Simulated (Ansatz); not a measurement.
Theory: DFT PBE, scalar-relativistic, plane waves, PAW in Ansatz. Settings: cutoff 420 eV, Γ-centred meshes spaced at most about 0.3 Å⁻¹, and about 0.25 Å⁻¹ or finer for metals (2π included), Gaussian smearing. No spin polarisation.

All energies are static (0 K, no zero-point motion).

Question: Order these relaxed structures of BaH by energy, lowest first, with the energy over the lowest of them.
1.

```
CELL_PARAMETERS angstrom
0.00000 2.90364 2.90364
2.90364 0.00000 2.90364
2.90364 2.90364 0.00000
ATOMIC_POSITIONS crystal
Ba 0.00000 0.00000 0.00000
H 0.50000 0.50000 0.50000
```

2.

```
CELL_PARAMETERS angstrom
1.84726 -7.01902 0.00000
1.84726 7.01902 0.00000
0.00000 0.00000 4.03560
ATOMIC_POSITIONS crystal
Ba 0.38803 0.61197 0.75000
Ba 0.61197 0.38803 0.25000
H 0.06013 0.93987 0.75000
H 0.93987 0.06013 0.25000
```

3.

```
CELL_PARAMETERS angstrom
3.56925 0.00000 0.00000
0.00000 3.56925 0.00000
0.00000 0.00000 3.56925
ATOMIC_POSITIONS crystal
Ba 0.00000 0.00000 0.00000
H 0.50000 0.50000 0.50000
```

Answer: 1 (0 meV/atom), 2 (60 meV/atom), 3 (338 meV/atom). Forms: cell 1 rock salt type, Fm-3m; cell 2 Cmcm; cell 3 caesium chloride type, Pm-3m. Counting H atoms around Ba (those within 1.25 times the shortest such distance or 1.15 times the sum of covalent radii, 1.27 where that leaves under three): cell 1 has Ba 6; cell 2 has Ba 6; cell 3 has Ba 8. All come from invented guesses. Shaken at random and relaxed again, cell 1 came back. The lowest form computed isn't among them: it has space group P6_3/mmc (No. 194), 28.3 Å³/atom and lies 23 meV/atom below the best shown.

With hydrogen, zero-point motion can shift such differences by 10 meV/atom or more. Cells without such a test can be saddle points. Some structure types and database cells were kept out of the candidates from the start, so a known form may be missing.
